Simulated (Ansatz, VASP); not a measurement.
**One calculation of Cd, two programs**

Contents of INCAR:

```
PREC = Accurate ; ENCUT = 520
EDIFF = 1E-6 ; ISMEAR = -1
SIGMA = 0.08 ; LREAL = False
LASPH = True ; NELM = 80
ALGO = Normal ; ISIF = 2
LWAVE = False ; LCHARG = False
GGA = PE ; NBANDS = 12
```

KPOINTS

```
regular mesh
0
Gamma
  14 14 14
```

The input POSCAR:

```
Cd
1.0
    0.0000000000      1.9784661877      1.9784661877
    1.9784661877      0.0000000000      1.9784661877
    1.9784661877      1.9784661877      0.0000000000
Cd
1
Direct
    0.0000000000      0.0000000000      0.0000000000
```

Input for Ansatz:

```yaml
crystal:
  lattice:
    - [0.0, 1.9784661877, 1.9784661877]
    - [1.9784661877, 0.0, 1.9784661877]
    - [1.9784661877, 1.9784661877, 0.0]
  atoms:
    - { symbol: Cd, position: [0.0, 0.0, 0.0] }
kpoints:
  mp_grid: { grid: [14, 14, 14] }
scf:
  occupations: { method: fermi_dirac, width: 0.08 }
hamiltonian:
  xc: pbe
  pseudopotentials: { kind: paw }
output:
  forces: true
  stress: true
  eigenvalues: true
  populations: true
  write_density: true
  write_potential: true
  elf: true
  volumetric_format: npy
```

Change from the starting cell: volume scaled by 0.68, PAW files.

Alike in both runs: task single point; functional PBE; k mesh 14 × 14 × 14; occupations fermi-dirac, width 0.08 eV; no spin polarisation.

|  | VASP | Ansatz |
| --- | --- | --- |
| version | VASP 6.6.1 | Ansatz 0.2.0 |
| potentials or method | VASP PAW PBE potentials, release 64 (Cd) | PAW with Ansatz's default frozen-core files, scalar-relativistic |
| plane-wave cutoff (eV) | 520 | 420 |
| valence electrons in the cell | 12 | 20 |

|  | VASP | Ansatz | Ansatz less VASP |
| --- | --- | --- | --- |
| pressure (GPa) | 51.4 | 49.8 | -1.60 |

With one functional, cell and mesh, what is left measures potentials, basis and numerics. The two sets of potentials don't hold the same shells in valence.

Caveats: so large a pressure means that the cell lies far from this level's equilibrium, or that cutoff or potentials fall short (VASP).
